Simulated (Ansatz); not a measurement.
**Effect of pressure 1.5 GPa on AlSb**

The parent structure is AlSb in the zinc blende structure (space group F-43m, No. 216; a = 6.1570 Å).

One thing is altered: a hydrostatic pressure of 1.5 GPa.

Computed with PBEsol (Ansatz, a quantum-chemistry and plane-wave program; PAW; 420 eV plane waves; scalar-relativistic without spin-orbit coupling). Settings: 13×13×13 k-points, 0.05 eV Fermi–Dirac smearing.

```csv
quantity,base,changed,shift
volume per atom,29.18 Å³,28.43 Å³,-0.75 Å³
density,4.23 g/cm³,4.34 g/cm³,+0.11 g/cm³
shortest interatomic distance,2.666 Å,2.643 Å,-0.023 Å
band gap,1.14 eV,1.10 eV,-0.04 eV
smallest direct gap,1.47 eV,1.67 eV,+0.20 eV
width of the top valence band,2.73 eV,2.82 eV,+0.09 eV
electron mass,"2.8 mₑ along k, 0.22 mₑ across (off the special points)","2.8 mₑ along k, 0.22 mₑ across (off the special points)",–
"hole mass (degenerate bands, along [100])","0.086, 0.35, 0.35 mₑ (at Γ)","0.096, 0.35, 0.35 mₑ (at Γ)",–
"valley order (the lowest conduction-band minima on the path, energy above the VBM, named in the base's zone)","a point along ⟨100⟩, about 0.9 Å⁻¹ from Γ 1.14 eV; L along ⟨111⟩ 1.28 eV; Γ 1.47 eV","a point along ⟨100⟩, about 0.9 Å⁻¹ from Γ 1.10 eV; L along ⟨111⟩ 1.35 eV; Γ 1.67 eV",–
```

Cost of the whole job for the changed cell (relaxation, final SCF and bands): very roughly 25 core-seconds.

Spin-orbit coupling, missing from the scalar runs, can matter with Sb. Load acts through the strain it causes; cell and atoms are relaxed under it. Effective masses come from finite differences of ±0.01 Å⁻¹. Along k means along the line from Γ to the band edge. Whether these cells are dynamically stable was not tested.
